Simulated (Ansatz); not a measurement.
The system is NiO.

```
CELL_PARAMETERS angstrom
0.00000 2.09131 2.09131
2.09131 0.00000 2.09131
2.09131 2.09131 0.00000
ATOMIC_POSITIONS crystal
Ni 0.00000 0.00000 0.00000
O 0.50000 0.50000 0.50000
```

Base run:

- Program: Ansatz 0.2.0
- Functional: PBE
- Potentials or basis: Ansatz PAW
- Cutoff: 420 eV
- Density cutoff: 1680 eV
- k mesh: 11 × 11 × 11
- Occupations: fermi-dirac, width 0.05 eV
- Spin: collinear spin, ferromagnetic start
- Starting moments: [1.0, 0.0] μB
- Hubbard terms: Ni d U = 4 eV

Its results: band gap on the k mesh 1.27 eV, indirect (least direct gap 2.04 eV); pressure 10.5 GPa; net moment 2.00 μB per cell; site moments Ni +1.68; O +0.25 μB.

Q: After a change of settings the same cell gave: band gap on the k mesh none (metal or under the smearing width); pressure 7.7 GPa; net moment 1.98 μB per cell; site moments Ni +1.59; O +0.32 μB. Which change was it?
A. hubbard terms from Ni d U = 4 eV to Ni d U = 1 eV
B. hubbard terms from Ni d U = 4 eV to Ni d U = 5 eV
C. hubbard terms from Ni d U = 4 eV to none; hubbard projectors from ortho-atomic (the default) to none

A: A.

Caveats: the magnetic or orbital state may not be the lowest; a cell with one magnetic atom can't hold antiferromagnetic order, which such compounds often take.

Not every run made on this cell is shown here.
